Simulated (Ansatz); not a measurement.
CaF3:

```
Ca F
1.0
    -1.89941    1.89941    3.22268
     1.89941   -1.89941    3.22268
     1.89941    1.89941   -3.22268
Ca F
1 3
Direct
  0.00000 0.00000 0.00000
  0.50000 0.50000 0.00000
  0.25000 0.75000 0.50000
  0.75000 0.25000 0.50000
```

The cell comes from a database or a generator and needn't be the stable form of this composition.

A run of Ansatz 0.2.0 on this cell left the log below. Logs are shortened: lines on timing, memory, paths and dates and some standing lists are left out, and cuts for length are marked.

```text
Warning: RAYON_NUM_THREADS=2 ignored (pool sized by the plan → 2); use --threads N
Engine: ansatz 0.2.0, aarch64-unknown-linux-gnu
Pseudopotentials: kind: paw
Pseudopotential: Ca, paw, valence charge 10, recommended cutoff 420 eV (normal), Ca.paw.azcp
Pseudopotential: F, paw, valence charge 7, recommended cutoff 420 eV (normal), F.paw.azcp
Functional definition: PBEsol
  exchange = pbesol_x
  correlation = pbesol_c
Crystal: 4 atoms, lattice volume = 46.506 Å³
Basis set: ecut = 420 eV, 911 PW (Γ), exchange–correlation on 60×60×60 points (8 copies of the dense FFT grid, shifted against one another)
Bands: 20, of which v1, the nominal top of the filled ones, is band 16 counted from 1 (15 counted from 0)
Symmetry: 16 space group operations
Space group: I4/mmm (ITA 139), of the structure as read, at distance tolerance 3.6e-5 Å
k-points: 102 of 1000
Non-local potential: Ca, projectors of the file, l = 0: 3, l = 1: 2, l = 2: 2
Non-local potential: F, projectors of the file, l = 0: 2, l = 1: 2, l = 2: 1
PAW form: soft (Blöchl's): semilocal exchange-correlation on the pseudo side does not see the compensation charge
PAW frozen core: Ca, regenerated for the run's functional, and the local potential with it (the file was generated under x = pbe(κ = 0.804, μ = 0.2195149727645171), c = pbe(β = 0.06672455060314922))
PAW frozen core: F, regenerated for the run's functional, and the local potential with it (the file was generated under x = pbe(κ = 0.804, μ = 0.2195149727645171), c = pbe(β = 0.06672455060314922))
PAW one-centre angular grid: Ca, 110 points (default); XC on 64 Gauss nodes
PAW one-centre angular grid: F, 110 points (default); XC on 64 Gauss nodes
Initial density: superposition of atomic densities (neutral atoms: chi_scale 0, normalization atom), corrected by the library's trained network
Initial wavefunctions: pseudopotential atomic-orbital guess
Functional: x = pbesol(κ = 0.804, μ = 0.12345679012345678), c = pbesol(β = 0.046)
SCF iter   1: F=—  HF=-4197.372057 eV  |F-HF|=—  |Δ(HF+E_count)|=         —  Δρ=2.22e-2  dr2=1.63e-1  ethr=1.77e-3  ⟨swp⟩=7.3  Hψ=11342  notcnv=0
preconditioner: auto → Kerker (q_TF=auto, 2.550 Å⁻¹)  [metal: Δε(μ)=0.001 eV  Ē_g=16.827 eV  σ=0.050 eV  W_gap=0.00  n_scr=14 (ndim 8)  ℏωp=29.3 eV  f_vac=0.000  D(μ)=10.73/eV (n_scr^D=202)]
SCF iter   2: F=—  HF=-4197.345870 eV  |F-HF|=—  |Δ(HF+E_count)|=   2.62e-2  Δρ=7.96e-3  dr2=2.92e-2  ethr=5.27e-4  ⟨swp⟩=1.9  Hψ=3112  notcnv=0
SCF iter   3: F=—  HF=-4197.342114 eV  |F-HF|=—  |Δ(HF+E_count)|=   3.76e-3  Δρ=1.95e-3  dr2=1.40e-3  ethr=9.43e-5  ⟨swp⟩=1.1  Hψ=2081  notcnv=0
SCF iter   4: F=—  HF=-4197.341990 eV  |F-HF|=—  |Δ(HF+E_count)|=   1.24e-4  Δρ=7.38e-4  dr2=2.23e-4  ethr=4.51e-6  ⟨swp⟩=1.0  Hψ=2040  notcnv=0
SCF iter   5: F=—  HF=-4197.341965 eV  |F-HF|=—  |Δ(HF+E_count)|=   2.43e-5  Δρ=2.95e-4  dr2=2.65e-5  ethr=7.21e-7  ⟨swp⟩=1.0  Hψ=2040  notcnv=0
SCF iter   6: F=—  HF=-4197.341972 eV  |F-HF|=—  |Δ(HF+E_count)|=   6.38e-6  Δρ=1.61e-4  dr2=8.07e-6  ethr=8.54e-8  ⟨swp⟩=1.0  Hψ=2040  notcnv=0
SCF iter   7: F=—  HF=-4197.341972 eV  |F-HF|=—  |Δ(HF+E_count)|=   3.76e-7  Δρ=4.09e-5  dr2=6.87e-7  ethr=2.60e-8  ⟨swp⟩=1.1  Hψ=2148  notcnv=0
SCF iter   8: F=-4197.341972 eV  HF=-4197.341972 eV  |F-HF|=6.72e-9  |Δ(HF+E_count)|=   5.69e-8  Δρ=8.19e-6  dr2=2.75e-8  ethr=3.23e-10  ⟨swp⟩=5.0  Hψ=9266  notcnv=0
SCF 1 converged in 8 iterations: F = -4197.341972 eV  dr2 = 2.75e-8
  greatest PAW one-centre occupation: 0.995 electrons in one spin orbital (limit 2), on the Ca atom at site 0 (counted from 0), in its partial waves of l = 0
SCF converged after 8 iterations
Free energy (F): -4197.341972 eV
Harris-Foulkes:  -4197.341972 eV  (|F-HF|=6.72e-9)
Internal energy: -4197.256479 eV  (E = F + TS)
E sigma→0 (E₀):  -4197.299226 eV
Entropy (-TS):   -0.085493 eV (-21.373 meV/atom)
Fermi energy:    3.606399 eV
--- Per-component energies (eV) ---
  E_band       = -208.411594
  E_kinetic    = 889.889841
  E_local      = -2050.129809  (includes V_loc(G=0)·N_el)
  E_nonlocal   = 286.129593
  E_hartree    = 698.986628
  E_xc         = -370.156056
  E_vxc        = -472.469282  (∫ρ·V_xc dr)
  E_paw        = -1415.786067  (= ΣΔE_a)
  E_vpaw       = -259.811504  (= ΣTr[D̂ρ^β])
  E_aug_tail   = 0.005968  (compensation charges beyond the density's cutoff)
  E_ewald      = -2236.442699
  E_core_change = 0.246122  (= ΣΔE_core)
  E_smearing   = -0.085493  (= −TS)
  E_closure    = 0.000000  (closes the sum)
  Σ components = -4197.341972   (vs F -4197.341972, Δ=0.00e0)
--- Forces (eV/Å), atoms counted from 1 ---
  atom   1  Ca    -0.00000000     0.00000000    -0.00000000
  atom   2  F      0.00000000    -0.00000000     0.00000000
  atom   3  F      0.00000000     0.00000000     0.00000000
  atom   4  F      0.00000000     0.00000000     0.00000000
  max |Σ_I F_I| component: 6.94e-18 eV/Å
--- Stress (GPa, compression-positive) ---
       -3.166607       0.000000      -0.000000
        0.000000      -3.166607       0.000000
       -0.000000       0.000000      -4.350888
  P = ⅓ Tr σ = -3.5614 GPa (-35.614 kbar)
--- Band table (eV; the first three rows and the last of 102) ---
  k-point 0: bands = ["-32.8844", "-17.0254", "-15.7623", "-15.5077", "-13.9025", "-13.8994", "-13.8994", "1.2968", "1.3566", "1.3566", "1.6991", "2.0073", "2.0073", "3.5598", "3.6145", "3.6145", "11.6077", "12.3196", "12.4578", "13.0325"]
  k-point 1: bands = ["-32.8816", "-17.0137", "-15.7946", "-15.5326", "-13.9108", "-13.9053", "-13.8575", "0.9576", "1.4041", "1.5315", "1.7315", "1.9209", "2.3583", "3.3630", "3.5391", "3.6126", "11.8045", "12.5682", "12.6816", "13.0844"]
  k-point 2: bands = ["-32.8745", "-16.9622", "-15.8780", "-15.6136", "-13.9406", "-13.9127", "-13.7597", "0.6936", "1.0976", "1.7451", "2.0094", "2.0692", "2.7914", "2.8035", "3.4983", "3.6098", "12.1685", "12.8355", "13.2278", "13.4209"]
  k-point 101: bands = ["-32.8685", "-16.8039", "-16.1775", "-15.8448", "-13.9368", "-13.9368", "-13.4019", "0.9051", "0.9051", "1.3837", "2.4252", "2.7321", "3.1417", "3.1417", "3.3265", "3.3265", "11.4879", "12.0030", "12.8374", "13.2279"]
```

**Question.** What input gives this log?

**Answer.** Single point with PBEsol, no spin polarisation. The files as run (others can give the same):

input.yaml
```yaml
crystal:
  lattice:
    - [-1.899407, 1.899407, 3.222683]
    - [1.899407, -1.899407, 3.222683]
    - [1.899407, 1.899407, -3.222683]
  atoms:
    - { symbol: Ca, position: [0.0, 0.0, 0.0] }
    - { symbol: F, position: [0.5, 0.5, 0.0] }
    - { symbol: F, position: [0.25, 0.75, 0.5] }
    - { symbol: F, position: [0.75, 0.25, 0.5] }
hamiltonian:
  xc: pbesol
  pseudopotentials: { kind: paw }
kpoints:
  mp_grid: { grid: [10, 10, 10] }
scf:
  occupations: { method: fermi_dirac, width: 0.05 }
output:
  forces: true
  stress: true
  eigenvalues: true
```

Potentials or basis: Ansatz PAW.
The run is started by
```sh
$ ansatz run input.yaml --threads 2 --pin off --max-ram 5632MiB --backend cpu --events-out ev --progress --plain --runs-dir out
```

Caveat: the pressure holds a Pulay correction of +0.9 GPa for the finite cutoff; an odd number of electrons without spin polarisation forces a metal; a magnetic or distorted state may lie lower; the PAW data sets come from PBE, with cores solved anew for the run's functional, which leaves a small shift of forces and pressure.
